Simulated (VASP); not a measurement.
A run of VASP 6.6.1 is set up as follows.

INCAR

```
SYSTEM = SrTiO3
  ALGO = Normal
  EDIFF = 1E-6
  ENCUT = 520
  ISIF = 2
  ISMEAR = 0
  LASPH = .TRUE.
  LCHARG = .FALSE.
  LMIXTAU = .TRUE.
  LREAL = .FALSE.
  LWAVE = .FALSE.
  METAGGA = R2SCAN
  NBANDS = 28
  NELM = 60
  PREC = Accurate
  SIGMA = 0.02
```

KPOINTS

```
k-points
0
G
  8 8 8
  0 0 0
```

File POSCAR:

```
SrTiO3
1.0
    3.8946700000      0.0000000000      0.0000000000
    0.0000000000      3.8946700000      0.0000000000
    0.0000000000      0.0000000000      3.8946700000
Sr Ti O
1 1 3
Direct
    0.0000000000      0.0000000000      0.0000000000
    0.5000000000      0.5000000000      0.5000000000
    0.5000000000      0.0000000000      0.5000000000
    0.5000000000      0.5000000000      0.0000000000
    0.0000000000      0.5000000000      0.5000000000
```

Potentials or basis: VASP PAW PBE potentials, release 64 (Sr_sv, Ti_sv, O).

The run is started by

```bash
$ cat potpaw_PBE.64/Sr_sv/POTCAR potpaw_PBE.64/Ti_sv/POTCAR potpaw_PBE.64/O/POTCAR > POTCAR
$ mpirun -np 1 vasp_std > vasp.out
```

(1) Estimate the pressure.

(2) Predict the band gap on the k mesh.

## Answers

(1) 2.7 GPa.

(2) 2.29 eV, indirect (least direct gap 2.67 eV).

Caveat: the PAW data sets were made with another functional, which shifts forces and pressure a little.
